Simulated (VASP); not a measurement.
# Al2O3 (P-6m2) in VASP: a series of runs

Runs on Al2O3. Level: PBE. Tasks: single point.

Program: VASP 6.6.1. These are calculated values, not measurements. Logs are shortened: lines on timing, memory, paths and dates and some standing lists are left out, and cuts for length are marked.

## (1) The structure

It takes space group P-6m2 (No. 187, hexagonal). The conventional cell has a = 2.884 Å, b = 2.884 Å, c = 9.337 Å, α = 90.00°, β = 90.00°, γ = 120.00°. Al (site symmetry 3m) has 3 O at 1.80 Å as nearest neighbours. O (site symmetry 3m) is surrounded by 3 Al at 1.80 Å. O (site symmetry -6m2) is surrounded by 6 Al at 2.18 Å.

Measurements of this composition are mostly on another form, of space group No. 167.

## (2) Single point, PBE

INCAR

```
  ADDGRID = False
  ALGO = Normal
  EDIFF = 1E-4
  ENCUT = 400
  GGA = PE
  ISIF = 2
  ISMEAR = 0
  LASPH = True
  LCHARG = False
  LREAL = False
  LWAVE = False
  NELM = 100
  PREC = Accurate
  SIGMA = 0.05
```

KPOINTS

```
k-points
0
Gamma
  8 8 2
```

POSCAR

```
Al2O3
1.0
    2.8843249483      0.0000000000      0.0000000000
   -1.4421624742      2.4978986780      0.0000000000
    0.0000000000      0.0000000000      9.3367544600
Al O
2 3
Direct
    0.0000000000      0.0000000000      0.8500076700
    0.0000000000      0.0000000000      0.1499923300
    0.3333333333      0.6666666667      0.7776830800
    0.6666666667      0.3333333333      0.0000000000
    0.3333333333      0.6666666667      0.2223169200
```

Potentials or basis: VASP PAW PBE potentials, release 64 (Al, O_s).

On the command line:

```sh
$ cat potpaw_PBE.64/Al/POTCAR potpaw_PBE.64/O_s/POTCAR > POTCAR
$ mpirun -np 1 vasp_std > vasp.out
```

OUTCAR:

```text
EDIFF = 1E-4
   ENCUT = 400
   GGA = PE
   ISIF = 2
   ISMEAR = 0
   LASPH = True
   LREAL = False
   NELM = 100
   PREC = Accurate

 Found     20 irreducible k-points:

 Following reciprocal coordinates:
            Coordinates               Weight
  0.000000  0.000000  0.000000      1.000000
  0.125000 -0.000000  0.000000      6.000000
  0.250000 -0.000000  0.000000      6.000000
  0.375000  0.000000  0.000000      6.000000
  0.500000 -0.000000  0.000000      3.000000
  0.125000  0.125000  0.000000      6.000000
   k-points           NKPTS =     20   k-points in BZ     NKDIM =     20   number of bands    NBANDS=     16
   number of dos      NEDOS =    301   number of ions     NIONS =      5
   total plane-waves  NPLWV =  25600
   dimension x,y,z NGX =    20 NGY =   20 NGZ =   64
   dimension x,y,z NGXF=    40 NGYF=   40 NGZF=  128
   ions per type =               2   3
   NGX,Y,Z   is equivalent  to a cutoff of  11.53, 11.53, 11.40 a.u.
   NGXF,Y,Z  is equivalent  to a cutoff of  23.06, 23.06, 22.79 a.u.
 SYSTEM =  unknown system
   PREC   = accura    normal or accurate (medium, high low for compatibility)
   ISTART =      0    job   : 0-new  1-cont  2-samecut
   ICHARG =      2    charge: 1-file 2-atom 10-const
   ISPIN  =      1    spin polarized calculation?
   LNONCOLLINEAR =      F non collinear calculations
   LSORBIT =      F    spin-orbit coupling
   LASPH  =      T    aspherical Exc in radial PAW
   ENCUT  =  400.0 eV  29.40 Ry    5.42 a.u.   4.70  4.70 15.23*2*pi/ulx,y,z
   NELM   =    100;   NELMIN=  2; NELMDL= -5     # of ELM steps
   EDIFF  = 0.1E-03   stopping-criterion for ELM
   LREAL  =      F    real-space projection
   EDIFFG = 0.1E-02   stopping-criterion for IOM
   NSW    =      0    number of steps for IOM
   IBRION =     -1    ionic relax: 0-MD 1-quasi-New 2-CG
   NFREE  =      0    steps in history (QN), initial steepest desc. (CG)
   ISIF   =      2    stress and relaxation
   ISYM   =      2    0-nonsym 1-usesym 2-fastsym
   POTIM  = 0.5000    time-step for ionic-motion
   TEBEG  =    0.0;   TEEND  =   0.0 temperature during run
   PSTRESS=    0.0 pullay stress
   NELECT =      24.0000    total number of electrons
   NUPDOWN=      -1.0000    fix difference up-down
   EMIN   =  10.00;   EMAX   =-10.00  energy-range for DOS
   EFERMI =   0.00;   METHOD = LEGACY
   ISMEAR =     0;   SIGMA  =   0.05  broadening in eV -4-tet -1-fermi 0-gaus
   EFERMI_NEDOS =   21; number of points for ismear=-14 and -15
   IALGO  =     38    algorithm
   IMIX   =      4    mixing-type and parameters
     AMIX     =   0.40;   BMIX     =  1.00
     AMIX_MAG =   1.60;   BMIX_MAG =  1.00
  volume/ion in A,a.u.               =      13.45        90.79
  Fermi-wavevector in a.u.,A,eV,Ry     =   1.161111  2.194181 18.343074  1.348178
  Thomas-Fermi vector in A             =   2.297686
   LORBIT       =      0    0 simple, 1 ext, 2 COOP (PROOUT), +10 PAW based schemes
   GGA     = PE    functional components
   LHFCALC =     F    Hartree Fock is set to
   AEXX    =    0.0000 exact exchange contribution
   IVDW    =     0    specifies the selected vdW correction
   LEPSILON=     F    determine dielectric tensor
   LRPA    =     F    only Hartree local field effects (RPA)
 non-spin polarized calculation
 Gauss-broadening in eV      SIGMA  =   0.05
  energy-cutoff  :      400.00
  volume of cell :       67.27
 maximum number of plane-waves:      1243
 NGX is ok and might be reduce to    20
   NGX =  9   NGY =  9   NGZ = 31

 number of electron      24.0000003 magnetization

 Free energy of the ion-electron system (eV)
  ---------------------------------------------------
  ext. energy  EPLUGINS =         0.00000000
  ---------------------------------------------------
  free energy    TOTEN  =       -36.31771420 eV

  energy without entropy =      -36.31771420  energy(sigma->0) =      -36.31771420

 E-fermi :   1.3384     XC(G=0):  -8.5360

 val. band max:        1.1103613124   @ k =   0.1250   0.1250   0.0000
 cond. band min:       5.8663480913   @ k =   0.0000   0.0000   0.0000
 fundamental gap:      4.7559867790
 Fermi energy:         1.3384146354

 k-point     1 :       0.0000    0.0000    0.0000
  band No.  band energies     occupation
      1     -17.6049      2.00000
      2     -16.5779      2.00000
      3     -15.3970      2.00000
      4      -3.8483      2.00000
      5      -0.9774      2.00000
      6      -0.3708      2.00000
[... 8 lines left out ...]
     15       8.9363      0.00000
     16      10.2702      0.00000

 k-point     2 :       0.1250   -0.0000    0.0000
  band No.  band energies     occupation
      1     -17.4167      2.00000
      2     -16.4381      2.00000
      3     -15.3304      2.00000
      4      -3.7489      2.00000
      5      -1.4979      2.00000
      6      -0.8471      2.00000
[... 8 lines left out ...]
     15       9.4534      0.00000
     16      10.7768      0.00000

 k-point     3 :       0.2500   -0.0000    0.0000
  band No.  band energies     occupation
      1     -16.9029      2.00000
      2     -16.0779      2.00000
      3     -15.1908      2.00000
      4      -3.7534      2.00000
      5      -2.9447      2.00000
      6      -1.9141      2.00000
[... 8 lines left out ...]
     15      10.2908      0.00000
     16      11.5441      0.00000

 k-point     4 :       0.3750    0.0000    0.0000
  band No.  band energies     occupation
      1     -16.2351      2.00000
      2     -15.6784      2.00000
      3     -15.1405      2.00000
      4      -4.3311      2.00000
      5      -4.3012      2.00000
      6      -2.8890      2.00000
[... 8 lines left out ...]
     15      10.3458      0.00000
     16      11.8218      0.00000

 k-point     5 :       0.5000   -0.0000    0.0000
  band No.  band energies     occupation
      1     -15.8243      2.00000
      2     -15.4984      2.00000
      3     -15.2310      2.00000
      4      -4.8362      2.00000
      5      -4.6782      2.00000
      6      -3.2635      2.00000
[... 8 lines left out ...]
     15      10.1740      0.00000
     16      12.1395      0.00000

 k-point     6 :       0.1250    0.1250    0.0000
  band No.  band energies     occupation
      1     -17.0651      2.00000
      2     -16.1874      2.00000
      3     -15.2263      2.00000
      4      -3.6824      2.00000
      5      -2.3213      2.00000
      6      -1.8532      2.00000
[... 8 lines left out ...]
     15      10.2226      0.00000
     16      11.5587      0.00000

 [... further k-points ...]
[... 5 lines left out ...]
  --------------------------------------------------------------------------------------
  -------------------------------------------------------------------------------------
  Total        0.3035441      0.3035441     -0.0434862     -0.0000000     -0.0000000     -0.0000000
  in kB        7.2296524      7.2296524     -1.0357314     -0.0000000     -0.0000000     -0.0000000
  external PRESSURE =       4.4745245 kB  Pullay stress =       0.0000000 kB

 VOLUME and BASIS-vectors are now :
 -----------------------------------------------------------------------------
  energy-cutoff  :      400.00
  volume of cell :       67.27
      direct lattice vectors                 reciprocal lattice vectors
     2.884324948  0.000000000  0.000000000     0.346701574  0.200168247  0.000000000
    -1.442162474  2.497898678  0.000000000     0.000000000  0.400336494  0.000000000
     0.000000000  0.000000000  9.336754460     0.000000000  0.000000000  0.107103598

 POSITION                                       TOTAL-FORCE (eV/Angst)
 -----------------------------------------------------------------------------------
      0.00000      0.00000      7.93631        -0.000000     -0.000000     -0.068036
      0.00000      0.00000      1.40044        -0.000000     -0.000000      0.068036
     -0.00000      1.66527      7.26104        -0.000000      0.000000      0.042044
      1.44216      0.83263      0.00000         0.000000     -0.000000      0.000000
     -0.00000      1.66527      2.07572         0.000000      0.000000     -0.042044
 -----------------------------------------------------------------------------------
    total drift:                               -0.000001      0.000000     -0.000000

  FREE ENERGIE OF THE ION-ELECTRON SYSTEM (eV)
  ---------------------------------------------------
  free  energy   TOTEN  =       -36.3177141994 eV

  energy  without entropy=      -36.3177141994  energy(sigma->0) =      -36.31771420
```

Run time: 19 s. Hardware: 1 thread of AMD EPYC 9R45 (Zen 5), shared host; peak memory 0.13 GiB.

The run converged, but some of its settings lie outside the range that counts as converged, so its numbers aren't taken as properties of the crystal.

Results:

```yaml
Free_energy: -36.3177 eV
Pressure: 0.4 GPa
Largest_force: 0.068 eV/Å
Band_gap_on_the_k_mesh: 4.76 eV, indirect (least direct gap 4.99 eV)
```

## (3) Single point, PBE

INCAR, as its differences from that of step 2:

```diff
@@ -2,3 +2,3 @@
   ALGO = Normal
-  EDIFF = 1E-4
+  EDIFF = 1E-6
   ENCUT = 400
```

KPOINTS is that of step 2.

POSCAR is that of step 2.

Potentials or basis: VASP PAW PBE potentials, release 64 (Al, O_s).

On the command line:

```sh
$ cat potpaw_PBE.64/Al/POTCAR potpaw_PBE.64/O_s/POTCAR > POTCAR
$ mpirun -np 1 vasp_std > vasp.out
```

OUTCAR:

```text
EDIFF = 1E-6
   ENCUT = 400
   GGA = PE
   ISIF = 2
   ISMEAR = 0
   LASPH = True
   LREAL = False
   NELM = 100
   PREC = Accurate

 Found     20 irreducible k-points:

 Following reciprocal coordinates:
            Coordinates               Weight
  0.000000  0.000000  0.000000      1.000000
  0.125000 -0.000000  0.000000      6.000000
  0.250000 -0.000000  0.000000      6.000000
  0.375000  0.000000  0.000000      6.000000
[... 189 lines left out ...]
     16      11.5596      0.00000

 [... further k-points ...]
[... 5 lines left out ...]
  --------------------------------------------------------------------------------------
  -------------------------------------------------------------------------------------
  Total        0.2211973      0.2211973     -0.1318146     -0.0000000      0.0000000      0.0000000
  in kB        5.2683610      5.2683610     -3.1394901     -0.0000000      0.0000000      0.0000000
  external PRESSURE =       2.4657440 kB  Pullay stress =       0.0000000 kB

 VOLUME and BASIS-vectors are now :
 -----------------------------------------------------------------------------
  energy-cutoff  :      400.00
  volume of cell :       67.27
      direct lattice vectors                 reciprocal lattice vectors
     2.884324948  0.000000000  0.000000000     0.346701574  0.200168247  0.000000000
    -1.442162474  2.497898678  0.000000000     0.000000000  0.400336494  0.000000000
     0.000000000  0.000000000  9.336754460     0.000000000  0.000000000  0.107103598

 POSITION                                       TOTAL-FORCE (eV/Angst)
 -----------------------------------------------------------------------------------
      0.00000      0.00000      7.93631        -0.000000     -0.000000     -0.062983
      0.00000      0.00000      1.40044        -0.000000     -0.000000      0.062983
     -0.00000      1.66527      7.26104         0.000000     -0.000000      0.038332
      1.44216      0.83263      0.00000        -0.000000      0.000000      0.000000
     -0.00000      1.66527      2.07572         0.000000     -0.000000     -0.038332
 -----------------------------------------------------------------------------------
    total drift:                               -0.000001      0.000000     -0.000000

  FREE ENERGIE OF THE ION-ELECTRON SYSTEM (eV)
  ---------------------------------------------------
  free  energy   TOTEN  =       -36.3177031030 eV

  energy  without entropy=      -36.3177031030  energy(sigma->0) =      -36.31770310
```

stdout:

```text
POSCAR found type information on POSCAR AlO
 POSCAR found :  2 types and       5 ions
 scaLAPACK will be used
 LDA part: xc-table for (Slater+PW92), standard interpolation
 POSCAR, INCAR and KPOINTS ok, starting setup
 FFT: planning ... GRIDC
 FFT: planning ... GRID_SOFT
 FFT: planning ... GRID
 WAVECAR not read
 entering main loop
```

Run time: 22 s. Hardware: 1 thread of AMD EPYC 9R45 (Zen 5), shared host; peak memory 0.13 GiB.

The run converged, but some of its settings lie outside the range that counts as converged, so its numbers aren't taken as properties of the crystal.

What came out:

* Free energy: -36.3177 eV
* Pressure: 0.2 GPa
* Largest force: 0.063 eV/Å
* Band gap on the k mesh: 4.75 eV, indirect (least direct gap 4.99 eV)

[end of part 1 of 2]
